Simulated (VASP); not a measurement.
A run of VASP 6.6.1 is set up as follows.

The input INCAR:

```
PREC = Accurate ; ENCUT = 520
EDIFF = 1E-8 ; ISMEAR = -1
SIGMA = 0.03 ; LREAL = F
LASPH = T ; NELM = 60
ALGO = Normal ; ISIF = 2
LWAVE = F ; LCHARG = F
GGA = PE ; LEFG = T
NBANDS = 12
```

Contents of KPOINTS:

```
Automatic mesh
0
Gamma
  15 15 15
```

File POSCAR:

```
Nb
1.0
   -1.7138685000      1.6639500000      1.6639500000
    1.6639500000     -1.7138685000      1.6639500000
    1.6639500000      1.6639500000     -1.7138685000
Nb
1
Direct
    0.0000000000      0.0000000000      0.0000000000
```

Potentials or basis: VASP PAW PBE potentials, release 64 (Nb_sv).

Command:

```sh
$ cat potpaw_PBE.64/Nb_sv/POTCAR > POTCAR
$ mpirun -np 1 vasp_std > vasp.out
```

Task: Predict the pressure.

Result: -2.6 GPa.

Task: Predict the band gap on the k mesh.

Result: None (metal or under the smearing width).

Stress tensor (GPa, compression positive):
```
-2.60  0.36  0.36
 0.36 -2.60  0.36
 0.36  0.36 -2.60
```
